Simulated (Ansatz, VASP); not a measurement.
**Sb (a cell with a defect) in VASP and in Ansatz**

```
Sb
1.0
     6.22092   -6.22092    3.11046
    -6.22092    3.11046    6.22092
    -6.22092   -3.11046   -6.22092
Sb
19
Cartesian
  -6.1476 -3.1045 -3.1517
  -6.2255 -3.1048 0.0161
  -6.2209 -3.1105 3.1105
  -6.2943 -0.0060 0.0412
  -6.2943 0.0060 3.0693
  -3.1105 -6.1631 -2.9889
  -3.1105 -6.1701 -0.0565
  -3.1105 -3.1105 -4.6657
  -3.1105 -3.1613 0.0565
  -3.1105 -3.1683 2.9889
  -3.1105 -3.0537 6.3000
  -3.1105 0.1358 -0.0550
  -3.1105 -0.1358 3.1655
  -3.1105 -0.0568 6.1419
  0.0045 -6.2266 -0.0161
  0.0045 -3.1048 0.0161
  0.0000 -3.1105 3.1105
  -0.0045 -3.1161 6.2048
  0.0733 -0.0060 0.0412
```

Change from the starting cell: atom 8 (Sb) set half-way to the vacancy, atoms relaxed in the symmetry of that start.

Alike in both runs: functional PBE; k mesh 4 × 4 × 4; occupations gaussian, width 0.1 eV; no spin polarisation.

Ansatz relaxed the structure, and its values are those at the end. VASP's run is a single point on that final structure, the one shown.

|  | VASP | Ansatz |
| --- | --- | --- |
| version | VASP 6.6.1 | Ansatz 0.2.0 |
| potentials or method | VASP PAW PBE potentials, release 64 (Sb) | scalar-relativistic, plane waves, PAW |
| plane-wave cutoff (eV) | 520 | 420 |
| valence electrons in the cell | 95 | 285 |

VASP gave:

- gap on the k mesh at the Fermi level (eV): none
- pressure (GPa): -1.2
- rms of the force components (eV/Å): 0.008

Problem. Which values does Ansatz return?

Solution. gap on the k mesh at the Fermi level (eV): none; pressure (GPa): -1.2; rms of the force components (eV/Å): 0.004.

A gap of «none» marks a metal or a gap that the smearing closes. The functional is the same, so the differences come from potentials, cutoffs and numerics. The two sets of potentials don't hold the same shells in valence. Ansatz warned: «stress_scf_threshold_loose».

Spin-orbit coupling is left out, which matters for the levels of Sb.
